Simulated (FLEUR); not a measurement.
## BaS under changes of volume

One of the cells (32.576 Å³/atom); the others are scaled copies at fixed shape and fractional positions:

```
Ba S
1.0
     0.00000    3.19375    3.19375
     3.19375    0.00000    3.19375
     3.19375    3.19375    0.00000
Ba S
1 1
Cartesian
  0.0000 0.0000 0.0000
  3.1938 3.1938 3.1938
```

```yaml
Program: FLEUR MaX-R8.1 (later development tree)
Functional: PBE
Potentials_or_basis: all-electron
Basis: FLAPW
Kmax: 3.8 1/bohr
k_mesh: 7 × 7 × 7
Occupations: fermi-dirac, width 0.05 eV
Spin: no spin polarisation
```

```tsv
volume (Å³/atom)	energy over the lowest point (meV/atom)	gap on the mesh (eV)
30.622	?	?
31.273	16.44	2.20
31.925	6.99	2.23
32.576	1.64	2.26
33.228	0.00	2.29
33.879	1.66	2.32
34.531	6.33	2.34
```

Task: What does the run at 30.622 Å³/atom give?

Result: Energy over the lowest point 30.50 meV/atom; gap on the mesh 2.17 eV.

Worked out: A Birch-Murnaghan fit of order 3 (a polynomial in V^(-2/3)) to the other rows has its minimum at 33.22 Å³/atom with B0 = V·E''(V) = 42 GPa and B' = 4.4. It gives 30.44 meV/atom at 30.622 Å³/atom, against the run's 30.50. A straight line through the other rows of the gap, of slope 1.44 eV per unit of ln V, extrapolates to 2.17 eV, against the run's 2.17.

Energies are extrapolated to zero smearing.

Caveats: spin-orbit coupling is left out, which moves the levels of the heavy elements; an odd mesh through Γ misses points on the zone boundary, where band edges often lie.
